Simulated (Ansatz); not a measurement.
CsBr, CsCl type, relaxed with r2SCAN: it is cubic, Pm-3m (No. 221); conventional cell a = 4.319 Å, 40.29 Å³ an atom. Cs is surrounded by 8 Br at 3.74 Å; Br is surrounded by 8 Cs at 3.74 Å. One-shot G0W0@PBE in the PAW code Ansatz on a 4×4×4 mesh (contour deformation, no spin-orbit coupling), from a PBE gap of 4.438 eV over the mesh points (the G0W0 gap is direct on the mesh); the number N of bands summed and the screening cutoff rise together. Spin-unpolarised throughout; all numbers are computed.

```
  N  cutoff (eV)  1000/N  G0W0 gap (eV)
138           80   7.246          6.507
311          140   3.215          6.694
```

**Lay a straight line in 1000/N through these rows.** The slope is -0.0464 eV per unit of 1000/N and the intercept 6.843 eV.

**Predict the gap at N = 564 (210 eV).** 6.843 + (-0.0464) × 1.773 = 6.761 eV; the run gives 6.767 eV, +0.006 eV from the line.

**With that run's result added, what limit do the last two rows suggest?** Their slope is (6.767 − 6.694)/(1.773 − 3.215) = -0.0506, which meets 1/N = 0 at 6.86 eV, against 6.843 eV from the first line. The two lines nearly agree; the k mesh isn't extrapolated.

Spin-orbit coupling is left out.
